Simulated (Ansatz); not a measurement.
A run of Ansatz 0.2.0:

File input.yaml:

```yaml
crystal:
  lattice:
    - [3.17, 0.0, 0.0]
    - [-1.585, 2.74530053, 0.0]
    - [0.0, 0.0, 3.533]
  atoms:
    - { symbol: Zr, position: [0.0, 0.0, 0.0] }
    - { symbol: B, position: [0.6666666667, 0.3333333333, 0.5] }
    - { symbol: B, position: [0.3333333333, 0.6666666667, 0.5] }
hamiltonian:
  xc: r2scan
  pseudopotentials: { kind: paw }
kpoints:
  mp_grid: { grid: [10, 10, 8] }
  band_path:
    path:
      - [[0.0, 0.0, 0.0], [0.5, 0.0, 0.0], [0.3333333333, 0.3333333333, 0.0], [0.0, 0.0, 0.0], [0.0, 0.0, 0.5], [0.5, 0.0, 0.5], [0.3333333333, 0.3333333333, 0.5], [0.0, 0.0, 0.5]]
      - [[0.5, 0.0, 0.5], [0.5, 0.0, 0.0]]
      - [[0.3333333333, 0.3333333333, 0.0], [0.3333333333, 0.3333333333, 0.5]]
    npoints: 14
scf:
  occupations: { method: fermi_dirac, width: 0.05 }
  n_extra_bands: 7
output:
  forces: true
  stress: true
  eigenvalues: true
  fatbands: true
```

Potentials or basis: Ansatz PAW.

The run is started by

```sh
$ ansatz run input.yaml --threads 2 --pin off --max-ram 5632MiB --backend cpu --events-out ev --progress --plain --runs-dir out
```

Hardware: 2 threads of Arm Neoverse N1, on a shared host.

Q: Estimate the wall time of this run.

A: Wall time 8.2 s on 2 threads of Arm Neoverse N1, on a shared host, peak memory 0.39 GiB. Counts: scf iterations 6, plane waves 787, k points 70, bands 16.
